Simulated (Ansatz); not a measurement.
**What moves the field gradients of HfO2?**

Cell of run 1: a structure deposited in the COD, taken as it stands.

```cif
data_HfO2
_symmetry_space_group_name_H-M 'P2_1/c'
_symmetry_Int_Tables_number 14
_cell_length_a 5.1180
_cell_length_b 5.1857
_cell_length_c 5.2841
_cell_angle_alpha 90.000
_cell_angle_beta 99.352
_cell_angle_gamma 90.000
loop_
_atom_site_label
_atom_site_type_symbol
_atom_site_symmetry_multiplicity
_atom_site_Wyckoff_symbol
_atom_site_fract_x
_atom_site_fract_y
_atom_site_fract_z
Hf Hf 4 e 0.2755 0.0397 0.2080
O5 O 4 e 0.4487 0.7581 0.4801
O9 O 4 e 0.0742 0.3316 0.3467
```

One atom of each set is listed.

Relaxed positions (PBE, cell held):

Hf (0.2767, 0.0419, 0.2081)
O5 (0.4466, 0.7584, 0.4803)
O9 (0.0726, 0.3392, 0.3389)

All runs are DFT with Ansatz 0.2.0 (plane waves and PAW, scalar-relativistic unless spin–orbit coupling is named, Γ-centred meshes, Fermi–Dirac smearing where given) in this cell.

Run 1: PBE, gradients read without the response of the cores, atoms as given; 420 eV, 5×5×5 k-points, smearing 0.02 eV.
Run 2: PBE, gradients read without the response of the cores, atoms relaxed; 420 eV, 5×5×5 k-points, smearing 0.02 eV.
Run 3: r2SCAN, gradients read without the response of the cores, at the relaxed atoms; 500 eV, 5×5×5 k-points, smearing 0.02 eV.
Run 4: PBE with spin–orbit coupling, gradients read without the response of the cores, at the relaxed atoms; 420 eV, 5×5×5 k-points, smearing 0.02 eV.

```json
{"run": "1", "Hf V_zz (η)": "11.42 (0.56)", "O5 V_zz (η)": "1.04 (0.81)", "O9 V_zz (η)": "1.31 (0.75)"}
{"run": "2", "Hf V_zz (η)": "?", "O5 V_zz (η)": "?", "O9 V_zz (η)": "?"}
{"run": "3", "Hf V_zz (η)": "12.15 (0.16)", "O5 V_zz (η)": "-1.15 (0.96)", "O9 V_zz (η)": "-1.37 (0.86)"}
{"run": "4", "Hf V_zz (η)": "12.19 (0.16)", "O5 V_zz (η)": "-1.10 (0.99)", "O9 V_zz (η)": "-1.41 (0.87)"}
```

V_zz in 10²¹ V/m².

Task: Estimate the row of run 2.

Result: Hf: 12.04 (0.16); O5: -1.10 (1.00); O9: -1.38 (0.88). It lies nearest to run 3, from whose tensors on these sites it differs by 0.13 at most (largest principal value of the difference, on Hf). Taken one at a time, the positions of the atoms (as given or relaxed) move the tensors on these sites by up to 3.86 (largest principal value of the change, on Hf), spin–orbit coupling by 0.17 (Hf), the functional (r2SCAN with its higher cutoff) by 0.13 (Hf). On some sites the largest principal value moves to another axis from run to run, and the sign of V_zz can flip with it. On O5 and O9 η is near 1, so the change of sign is little more than a relabelling of axes.

In run 1 the atoms aren't at the calculated equilibrium (largest force 0.48 eV/Å). The cell isn't the equilibrium one in run 1 (calculated pressure 6 GPa), and the entry's cell may itself be off.
